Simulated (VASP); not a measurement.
PbSe, 2 atoms in the cell. It takes space group F-43m (No. 216, cubic). The conventional cell has a = 6.846 Å, b = 6.846 Å, c = 6.846 Å, α = 90.00°, β = 90.00°, γ = 90.00°. Pb (site symmetry -43m) is surrounded by 4 Se at 2.96 Å. Se (site symmetry -43m) has 4 Pb at 2.96 Å as nearest neighbours. The cell was built by a generator and needn't be a form met in nature.

```yaml
Program: VASP 6.6.1
Task: single point
Functional: r2SCAN
Potentials_or_basis: VASP PAW PBE potentials, release 64 (Pb_d, Se)
Cutoff: 520 eV
k_mesh: 4 × 4 × 4
Occupations: gaussian, width 0.01 eV
Spin: no spin polarisation
Dipole_correction: no
Further_INCAR_settings: ALGO = Normal; EDIFF = 1e-06; NBANDS = 17
```

Potentials or basis: VASP PAW PBE potentials, release 64 (Pb_d, Se).

The run is started by

```bash
$ cat potpaw_PBE.64/Pb_d/POTCAR potpaw_PBE.64/Se/POTCAR > POTCAR
$ cp INCAR.step1 INCAR
$ mpirun -np 1 vasp_std > vasp.out
$ cp INCAR.step2 INCAR
$ mpirun -np 1 vasp_std > vasp.out
```

Hardware: 1 thread of Intel(R) Xeon(R) Platinum 8488C (Sapphire Rapids) (shared host).

Q: Estimate the wall time of this run.

A: Run time: 31 s on 1 thread of Intel(R) Xeon(R) Platinum 8488C (Sapphire Rapids), with other jobs on the host, peak memory 0.21 GiB. Counts: scf iterations 10, k points 8.
